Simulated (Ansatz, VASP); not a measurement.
Two plane-wave programs on AlN

The input INCAR:

```
SYSTEM = AlN
PREC     = Accurate       ! precision mode
ENCUT    = 520            ! plane-wave cutoff, eV
EDIFF    = 1E-7           ! SCF threshold, eV
ISMEAR   = 0              ! smearing method
SIGMA    = 0.05           ! smearing width, eV
LREAL    = .False.        ! projectors in reciprocal space
LASPH    = .True.         ! aspherical terms in the spheres
NELM     = 100            ! most SCF steps
ALGO     = Normal         ! electronic algorithm
ISIF     = 2              ! what is computed and relaxed
LWAVE    = .False.        ! write WAVECAR
LCHARG   = .False.        ! write CHGCAR
NBANDS   = 16             ! bands
```

Contents of KPOINTS:

```
Automatic mesh
0
Gamma
  9 9 6
  0 0 0
```

POSCAR

```
AlN
1.0
    3.0115238416      0.0000000000      0.0000000000
   -1.5057619208      2.6080561509      0.0000000000
    0.0000000000      0.0000000000      4.8201746025
Al N
2 2
Direct
    0.3236882189      0.6473764378      0.0015212672
    0.6763117811      0.3526235622      0.5015212672
    0.3419399799      0.6838799599      0.3834787328
    0.6580600201      0.3161200401      0.8834787328
```

Input for Ansatz:

```yaml
crystal:
  lattice:
    - [3.0115238416, 0.0, 0.0]
    - [-1.5057619208, 2.6080561509, 0.0]
    - [0.0, 0.0, 4.8201746025]
  atoms:
    - { symbol: Al, position: [0.3236882189, 0.6473764378, 0.0015212672] }
    - { symbol: Al, position: [0.6763117811, 0.3526235622, 0.5015212672] }
    - { symbol: "N", position: [0.3419399799, 0.6838799599, 0.3834787328] }
    - { symbol: "N", position: [0.6580600201, 0.3161200401, 0.8834787328] }
basis:
  ecutwfc: 520.0
kpoints:
  mp_grid: { grid: [9, 9, 6] }
hamiltonian:
  xc: lda
scf:
  occupations: { method: gaussian, width: 0.05 }
output:
  forces: true
  stress: true
  eigenvalues: true
```

Change from the starting cell: mode 5 frozen in at -0.052 Å, equal normal strain along x, y and z -0.0250.

Alike in both runs: task single point; functional LDA; k mesh 9 × 9 × 6; occupations gaussian, width 0.05 eV; no spin polarisation.

|  | VASP | Ansatz |
| --- | --- | --- |
| version | VASP 6.6.1 | Ansatz 0.2.0 |
| potentials or method | VASP PAW LDA potentials, release 64 (Al, N) | scalar-relativistic, plane waves, PAW |
| plane-wave cutoff (eV) | 520 | 520 |
| valence electrons in the cell | 16 | 16 |

Ansatz gave:

* gap on the k mesh at the Fermi level (eV): 4.92
* least direct gap on the mesh (eV): 5.08
* pressure (GPa): 18.5
* largest component of the traceless stress (GPa): 0.85
* rms of the force components (eV/Å): 0.125

Q: What did VASP give for the same quantities?

A: gap on the k mesh at the Fermi level (eV): 4.90; least direct gap on the mesh (eV): 5.09; pressure (GPa): 19.4; largest component of the traceless stress (GPa): 0.91; rms of the force components (eV/Å): 0.125.

Atom by atom the forces differ by 0.001 eV/Å (rms over components).

Caveats: so large a pressure means that the cell lies far from this level's equilibrium, or that cutoff or potentials fall short (VASP); an odd mesh through Γ misses points on the zone boundary, where band edges often lie.
